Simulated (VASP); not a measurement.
# Zn (P6_3/mmc) in VASP: elastic constants with PBE

Aim: the elastic constants of Zn with PBE.

All numbers are computed with VASP 6.6.1; they aren't measurements. Logs are shortened: lines on timing, memory, paths and dates and some standing lists are left out, and cuts for length are marked.

**1. The structure**

It takes space group P6_3/mmc (No. 194, hexagonal). The conventional cell has a = 2.614 Å, b = 2.614 Å, c = 4.873 Å, α = 90.00°, β = 90.00°, γ = 120.00°. Zn (site symmetry -6m2) is surrounded by 12 Zn at 2.61 to 2.87 Å.

**2. Elastic constants, PBE**

Contents of POSCAR:

```
Zn
1.0
    2.6143598000      0.0000000000      0.0000000000
   -1.3071799000      2.2641020000      0.0000000000
    0.0000000000      0.0000000000      4.8731610200
Zn
2
Direct
    0.3333333300      0.6666666700      0.2500000000
    0.6666666700      0.3333333300      0.7500000000
```

Contents of INCAR.step1:

```
SYSTEM = Zn
PREC = Accurate
ENCUT = 600
EDIFF = 1E-8
ISMEAR = 0
SIGMA = 0.1
LREAL = .FALSE.
LASPH = .TRUE.
NELM = 100
ALGO = Fast
ISIF = 3
LWAVE = .FALSE.
LCHARG = .FALSE.
GGA = PE
IBRION = 2
NSW = 40
EDIFFG = -0.002
```

Contents of INCAR.step2:

```
SYSTEM = Zn
PREC = Accurate
ENCUT = 600
EDIFF = 1E-8
ISMEAR = 0
SIGMA = 0.1
LREAL = .FALSE.
LASPH = .TRUE.
NELM = 100
ALGO = Fast
ISIF = 3
LWAVE = .FALSE.
LCHARG = .FALSE.
GGA = PE
IBRION = 6
NFREE = 2
POTIM = 0.015
NSW = 1
```

Contents of KPOINTS:

```
Automatic mesh
0
G
  18 18 10
  0 0 0
```

Potentials or basis: VASP PAW PBE potentials, release 64 (Zn).

On the command line:

```bash
$ cat potpaw_PBE.64/Zn/POTCAR > POTCAR
$ cp INCAR.step1 INCAR
$ mpirun -np 1 vasp_std > vasp.out
$ cp CONTCAR POSCAR
$ cp INCAR.step2 INCAR
$ mpirun -np 1 vasp_std > vasp.out
```

OUTCAR:

```text
SYSTEM = Zn
   PREC = Accurate
   ENCUT = 600
   EDIFF = 1E-8
   ISMEAR = 0
   LREAL = .FALSE.
   LASPH = .TRUE.
   NELM = 100
   ISIF = 3
   GGA = PE
   IBRION = 6
   NFREE = 2
   POTIM = 0.015
   NSW = 1

 ion  position               nearest neighbor table
   1  0.333  0.667  0.250-   2 2.97   2 2.97   2 2.97   2 2.97   2 2.97   2 2.97
   2  0.667  0.333  0.750-   1 2.97   1 2.97   1 2.97   1 2.97   1 2.97   1 2.97

  LATTYP: Found a hexagonal cell.
 ALAT       =     2.6392332525
 C/A-ratio  =     1.9300691651

  Lattice vectors:

 A1 = (   2.6392332525,   0.0000000000,   0.0000000000)
 A2 = (  -1.3196166263,   2.2856430417,   0.0000000000)
 A3 = (   0.0000000000,   0.0000000000,   5.0939027203)

Analysis of symmetry for initial positions (statically):
=====================================================================
 Subroutine PRICEL returns:
 Original cell was already a primitive cell.

 Routine SETGRP: Setting up the symmetry group for a
 hexagonal supercell.

 Subroutine GETGRP returns: Found 24 space group operations
 (whereof 12 operations were pure point group operations)
 out of a pool of 24 trial point group operations.

The static configuration has the point symmetry D_3d.
 The point group associated with its full space group is D_6h.

Analysis of symmetry for dynamics (positions and initial velocities):
=====================================================================
 Subroutine PRICEL returns:
 Original cell was already a primitive cell.

 Routine SETGRP: Setting up the symmetry group for a
 hexagonal supercell.

 Subroutine GETGRP returns: Found 24 space group operations
 (whereof 12 operations were pure point group operations)
 out of a pool of 24 trial point group operations.

The dynamic configuration has the point symmetry D_3d.
 The point group associated with its full space group is D_6h.

 Subroutine INISYM returns: Found 24 space group operations
 (whereof 12 operations are pure point group operations),
 and found     1 'primitive' translations

----------------------------------------------------------------------------------------

                                     Primitive cell

  volume of cell :      30.7282

  direct lattice vectors                    reciprocal lattice vectors
     2.639233253  0.000000000  0.000000000     0.378897924  0.218756818  0.000000000
    -1.319616626  2.285643042  0.000000000     0.000000000  0.437513637  0.000000000
     0.000000000  0.000000000  5.093902720     0.000000000  0.000000000  0.196313133

  length of vectors
     2.639233253  2.639233251  5.093902720     0.437513637  0.437513637  0.196313133

  position of ions in fractional coordinates (direct lattice)
     0.333333330  0.666666670  0.250000000
     0.666666670  0.333333330  0.750000000

  ion indices of the primitive-cell ions
   primitive index   ion index
                 1           1
                 2           2

----------------------------------------------------------------------------------------

 KPOINTS: Automatic mesh

Automatic generation of k-mesh.
 Grid dimensions read from file:
[... 116 lines left out ...]

  energy without entropy =       -2.22132965  energy(sigma->0) =       -2.22212330

------------------------ aborting loop because EDIFF is reached ----------------------------------------

  FORCE on cell =-STRESS in cart. coord.  units (eV):
  Direction    XX          YY          ZZ          XY          YZ          ZX
  --------------------------------------------------------------------------------------
  -------------------------------------------------------------------------------------
  Total        0.0010480      0.0010480      0.0041560      0.0000000     -0.0000000      0.0000000
  in kB        0.0546405      0.0546405      0.2166932      0.0000000     -0.0000000      0.0000000
  external PRESSURE =       0.1086580 kB  Pullay stress =       0.0000000 kB
[... 89 lines left out ...]
  FREE ENERGIE OF THE ION-ELECTRON SYSTEM (eV)
  ---------------------------------------------------
  free  energy   TOTEN  =        -2.2182550937 eV

  energy  without entropy=       -2.2168429814  energy(sigma->0) =       -2.21754904

[... ionic steps 4 to 14 ...]

--------------------------------------- Ionic step       15  -------------------------------------------

 number of electron      23.9999990 magnetization

------------------------ aborting loop because EDIFF is reached ----------------------------------------
[... 67 lines left out ...]
--------------------------------------- Ionic step       17  -------------------------------------------

 number of electron      23.9999995 magnetization

 Free energy of the ion-electron system (eV)
  ---------------------------------------------------
  ext. energy  EPLUGINS =         0.00000000
  ---------------------------------------------------
  free energy    TOTEN  =        -2.22272052 eV

  energy without entropy =       -2.22112282  energy(sigma->0) =       -2.22192167

 E-fermi :   3.0024     XC(G=0): -11.4884

 val. band max:        2.9786547948   @ k =   0.2778   0.1667   0.0000
 cond. band min:       3.0254429264   @ k =   0.2778   0.2778   0.3000
 fundamental gap:      0.0467881316
 Fermi energy:         3.0023767123

 k-point     1 :       0.0000    0.0000    0.0000
  band No.  band energies     occupation
      1      -7.2984      2.00000
      2      -5.6205      2.00000
      3      -4.9157      2.00000
      4      -4.6474      2.00000
      5      -4.6474      2.00000
      6      -4.6072      2.00000
[... 433 lines left out ...]
      3      -5.0726      2.00000
      4      -4.6670      2.00000
      5      -4.4882      2.00000
      6      -4.4853      2.00000
[... 8 lines left out ...]
     15       8.2553      0.00000
     16       9.8510      0.00000

 [... further k-points ...]

------------------------ aborting loop because EDIFF is reached ----------------------------------------

  FORCE on cell =-STRESS in cart. coord.  units (eV):
  Direction    XX          YY          ZZ          XY          YZ          ZX
  --------------------------------------------------------------------------------------
  -------------------------------------------------------------------------------------
  Total       -0.0010487     -0.0010487      0.0006875      0.0000000      0.0000000      0.0000000
  in kB       -0.0546788     -0.0546788      0.0358481      0.0000000      0.0000000      0.0000000
  external PRESSURE =      -0.0245032 kB  Pullay stress =       0.0000000 kB
[... 17 lines left out ...]
  FREE ENERGIE OF THE ION-ELECTRON SYSTEM (eV)
  ---------------------------------------------------
  free  energy   TOTEN  =        -2.2227205215 eV

  energy  without entropy=       -2.2211228243  energy(sigma->0) =       -2.22192167

 INTERNAL STRAIN TENSORS FROM STRAINED CELLS
 ============================================

 INTERNAL STRAIN TENSOR FOR ION    1 for displacements in x,y,z  (eV/Angst):
          X           Y           Z          XY          YZ          ZX
  --------------------------------------------------------------------------------
  x    -0.00000     0.00000    -0.00000     0.16100     0.00000    -0.00000
  y     0.16563    -0.17745    -0.00000    -0.00002    -0.00001     0.00004
  z     0.00000     0.00000     0.00000    -0.00000     0.00154     0.00000

 INTERNAL STRAIN TENSORS FROM DISPLACED ATOMS
 ============================================

 INTERNAL STRAIN TENSOR FOR ION    1 for displacements in x,y,z  (eV/Angst):
          X           Y           Z          XY          YZ          ZX
  --------------------------------------------------------------------------------
  x     0.00000     0.00000     0.00000     0.15927     0.00000     0.00000
  y     0.15927    -0.15927     0.00000     0.00000     0.00000     0.00000
  z     0.00000     0.00000     0.00000     0.00000    -0.00000     0.00000

 INTERNAL STRAIN TENSOR FOR ION    2 for displacements in x,y,z  (eV/Angst):
          X           Y           Z          XY          YZ          ZX
  --------------------------------------------------------------------------------
  x     0.00000     0.00000     0.00000    -0.15927     0.00000     0.00000
  y    -0.15927     0.15927     0.00000     0.00000     0.00000     0.00000
  z     0.00000    -0.00000    -0.00000     0.00000     0.00000     0.00000

 Eigenvectors and eigenvalues of the dynamical matrix
 ----------------------------------------------------

   1 f  =    3.629512 THz    22.804894 2PiTHz  121.067475 cm-1    15.010447 meV
             X         Y         Z           dx          dy          dz
     -0.000000  1.523762  1.273476     0.000000    0.000000   -0.707107
      1.319617  0.761881  3.820427     0.000000    0.000000    0.707107
[... 16 lines left out ...]
   5 f  =    0.000000 THz     0.000000 2PiTHz    0.000000 cm-1     0.000000 meV
             X         Y         Z           dx          dy          dz
     -0.000000  1.523762  1.273476     0.000000   -0.000000    0.707107
      1.319617  0.761881  3.820427     0.000000    0.000000    0.707107

   6 f/i=    0.000000 THz     0.000000 2PiTHz    0.000001 cm-1     0.000000 meV
             X         Y         Z           dx          dy          dz
     -0.000000  1.523762  1.273476    -0.439499    0.553932    0.000000
      1.319617  0.761881  3.820427    -0.439499    0.553932    0.000000

--------------------------------------------------------------------------------------------------------

 ELASTIC MODULI CONTR FROM IONIC RELAXATION (kBar)
 Direction    XX          YY          ZZ          XY          YZ          ZX
 --------------------------------------------------------------------------------
 XX          -2.7391      2.7391      0.0000     -0.0000     -0.0000      0.0000
 YY           2.7391     -2.7391     -0.0000      0.0000      0.0000      0.0000
 ZZ           0.0000     -0.0000     -0.0000     -0.0000      0.0000      0.0000
 XY          -0.0000      0.0000     -0.0000     -2.7391      0.0000      0.0000
 YZ          -0.0000      0.0000      0.0000      0.0000     -0.0000      0.0000
 ZX           0.0000      0.0000      0.0000      0.0000      0.0000      0.0000
 --------------------------------------------------------------------------------

 TOTAL ELASTIC MODULI (kBar)
 Direction    XX          YY          ZZ          XY          YZ          ZX
 --------------------------------------------------------------------------------
 XX        2017.4118    368.3810    266.0825     -0.0000     -0.0000     -0.0000
 YY         368.3810   2017.4118    266.0825      0.0000      0.0000      0.0000
 ZZ         266.0825    266.0825    858.8122     -0.0000      0.0000      0.0000
 XY          -0.0000      0.0000     -0.0000    824.5154     -0.0000      0.0000
 YZ          -0.0000      0.0000      0.0000      0.0000    375.5337      0.0000
 ZX          -0.0000      0.0000      0.0000      0.0000      0.0000    375.5337
 --------------------------------------------------------------------------------
```

It took 29 min on 1 thread of Intel Xeon 6975P-C (Granite Rapids), shared host; peak memory 0.96 GiB.

What came out:

```yaml
Relaxed_volume: 15.36 Å³/atom
Relaxed_cell: a = 2.639 Å, b = 2.639 Å, c = 5.094 Å, α = 90.00°, β = 90.00°, γ = 120.00°
Space_group_after_relaxing_to_0.05_Å: P6_3/mmc (No. 194)
Voigt_bulk_modulus: 74 GPa
Highest_phonon_frequency_at_Γ: 121 cm⁻¹
```

The path:
```
step  energy change (eV)  largest force (eV/Å)  pressure (GPa)  volume (Å³)
   1              0.0000                0.0000            4.49        28.85
   2             -0.0214                0.0000           -0.36        30.56
   3             -0.0215                0.0000           -0.09        30.45
   4             -0.0241                0.0000           -0.07        30.52
   5             -0.0260                0.0000            0.11        30.62
   6             -0.0262                0.0000            0.17        30.66
   7             -0.0262                0.0000            0.17        30.65
   8             -0.0262                0.0000           -0.06        30.76
   9             -0.0262                0.0000            0.01        30.73
```

Final structure:
```yaml
crystal:
  lattice:
    - [2.63923, 0.00000, 0.00000]
    - [-1.31962, 2.28564, 0.00000]
    - [0.00000, 0.00000, 5.09390]
  atoms:
    - { symbol: Zn, position: [0.33333, 0.66667, 0.25000] }
    - { symbol: Zn, position: [0.66667, 0.33333, 0.75000] }
```

Phonon frequencies in cm⁻¹ (negative: imaginary):
```tsv
q point	frequencies
(0.000, 0.000, 0.000)	0 0 0 63 63 121
```

Elastic tensor in Voigt notation (GPa, in the Cartesian axes of the cell as first typed):
```
202  37  27   0   0   0
 37 202  27   0   0   0
 27  27  86   0   0   0
  0   0   0  38   0   0
  0   0   0   0  38   0
  0   0   0   0   0  82
```

Clamped-ion elastic tensor (GPa):
```
202  37  27   0   0   0
 37 202  27   0   0   0
 27  27  86   0   0   0
  0   0   0  38   0   0
  0   0   0   0  38   0
  0   0   0   0   0  83
```
